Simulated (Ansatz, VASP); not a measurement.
Two plane-wave programs on PbF2

```
Pb F
1.0
     0.00000    2.96044    2.96044
     2.96044    0.00000    2.96044
     2.96044    2.96044    0.00000
Pb F
1 2
Direct
  0.00000 0.00000 0.00000
  0.25000 0.25000 0.25000
  0.75000 0.75000 0.75000
```

Alike in both runs: task single point; functional LDA; k mesh 8 × 8 × 8; no spin polarisation.

```csv
,VASP,Ansatz
version,VASP 6.6.1,Ansatz 0.2.0
potentials or method,"VASP PAW LDA potentials, release 64 (Pb_d, F)","plane waves, PAW"
plane-wave cutoff (eV),520,420
occupations,"gaussian, width 0.01 eV",fixed
valence electrons in the cell,28,28
```

```tsv
	VASP	Ansatz	Ansatz less VASP
gap on the k mesh at the Fermi level (eV)	4.22	4.26	+0.042
pressure (GPa)	-4.3	-4.3	0.00
```

Caveats: spin-orbit coupling is left out, which as a rule narrows the gap of such compounds by several tenths of an eV. A k mesh can miss the band edges. As with any semilocal functional, this LDA gap is likely too small.
